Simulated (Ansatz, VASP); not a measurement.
## MgZnO4: VASP beside Ansatz

```xyz
6
Lattice="0.0000 3.1203 3.1203 3.1203 0.0000 3.1203 3.1203 3.1203 0.0000" Properties=species:S:1:pos:R:3 pbc="T T T"
Mg    4.6805    4.6805    4.6805
Zn    0.0000    0.0000    0.0000
O     3.8983    2.3423    3.8983
O     2.3423    3.8983    3.8983
O     3.8983    3.8983    2.3423
O     2.3423    2.3423    2.3423
```

Change from the starting cell: species swapped into the YbNi4Au type (F-43m, No. 216).

Alike in both runs: functional PBE; k mesh 10 × 10 × 10; occupations gaussian, width 0.1 eV; no spin polarisation.

Ansatz relaxed the structure, and its values are those at the end. VASP's run is a single point on that final structure, the one shown.

```csv
,VASP,Ansatz
version,VASP 6.6.1,Ansatz 0.2.0
potentials or method,"VASP PAW PBE potentials, release 64 (Mg, Zn, O)","scalar-relativistic, plane waves, PAW"
plane-wave cutoff (eV),520,420
valence electrons in the cell,38,46
```

```tsv
	VASP	Ansatz	Ansatz less VASP
gap on the k mesh at the Fermi level (eV)	none	none	-
pressure (GPa)	-0.2	0.0	+0.28
```

A gap of «none» marks a metal or a gap that the smearing closes. The functional is the same, so the differences come from potentials, cutoffs and numerics. The two sets of potentials don't hold the same shells in valence.
